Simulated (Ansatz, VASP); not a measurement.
One calculation of Be, two programs

```
CELL_PARAMETERS angstrom
-1.19806 1.19806 1.19806
1.19806 -1.19806 1.19806
1.19806 1.19806 -1.19806
ATOMIC_POSITIONS crystal
Be 0.00000 0.00000 0.00000
```

Alike in both runs: task single point; functional PBE; k mesh 24 × 24 × 24; occupations gaussian, width 0.1 eV; no spin polarisation.

|  | VASP | Ansatz |
| --- | --- | --- |
| version | VASP 6.6.1 | Ansatz 0.2.0 |
| potentials or method | VASP PAW PBE potentials, release 64 (Be) | scalar-relativistic, plane waves, PAW |
| plane-wave cutoff (eV) | 520 | 420 |
| valence electrons in the cell | 2 | 2 |

Ansatz gave:

```
gap on the k mesh at the Fermi level (eV) : none
pressure (GPa)                            : 19.6
```

What did VASP give for the same quantities?

gap on the k mesh at the Fermi level (eV): none; pressure (GPa): 19.9.

A gap of «none» marks a metal or a gap that the smearing closes. With one functional, cell and mesh, what is left measures potentials, basis and numerics.

Caveats: so large a pressure means that the cell lies far from this level's equilibrium, or that cutoff or potentials fall short (VASP).
